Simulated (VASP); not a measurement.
Input of a VASP 6.6.1 run:

Contents of INCAR:

```
PREC = Accurate
ENCUT = 520
EDIFF = 1E-6
ISMEAR = 0
SIGMA = 0.1
LREAL = F
LASPH = T
NELM = 100
ALGO = Normal
ISIF = 2
LWAVE = F
LCHARG = T
GGA = PE
LELF = T
LVHAR = T
NBANDS = 30
```

File KPOINTS:

```
regular mesh
0
Gamma
  6 6 2
```

Contents of POSCAR:

```
B
1.0
    3.1297026101      0.0000000000      0.0000000000
   -0.2326129762      3.1605263783      0.0000000000
   -0.1329669364     -0.3517807602      7.8697040172
B
12
Direct
    0.6273790180      0.1327609229      0.8110713120
    0.8868857483      0.8634412833      0.2927212890
    0.1318134951      0.9544019139      0.7137701895
    0.3769728222      0.0641903703      0.1939474311
    0.8489202920      0.6645564618      0.8714672637
    0.1268475296      0.3640359503      0.3608712665
    0.8872525162      0.4296234996      0.6466369431
    0.1046607017      0.5525597477      0.1317335911
    0.3666809215      0.8340431569      0.9617366205
    0.4242419359      0.6324449642      0.5336570879
    0.6039264871      0.3701335854      0.0317600374
    0.6144185323      0.1378081438      0.4506269679
```

Potentials or basis: VASP PAW PBE potentials, release 64 (B).

Run with:

```sh
$ cat potpaw_PBE.64/B/POTCAR > POTCAR
$ mpirun -np 1 vasp_std > vasp.out
```

Question: Estimate the pressure.

Answer: 0.0 GPa.

Question: What does it give for the largest force?

Answer: 0.102 eV/Å.

Question: What does it give for the band gap on the k mesh?

Answer: None (metal or under the smearing width).

Stress tensor (GPa, compression positive):
```
 0.21 -0.60  0.32
-0.60  0.54 -0.42
 0.32 -0.42 -0.73
```

Caveat: the k mesh is coarse (spacing up to 0.40 Å⁻¹), so the values aren't converged.
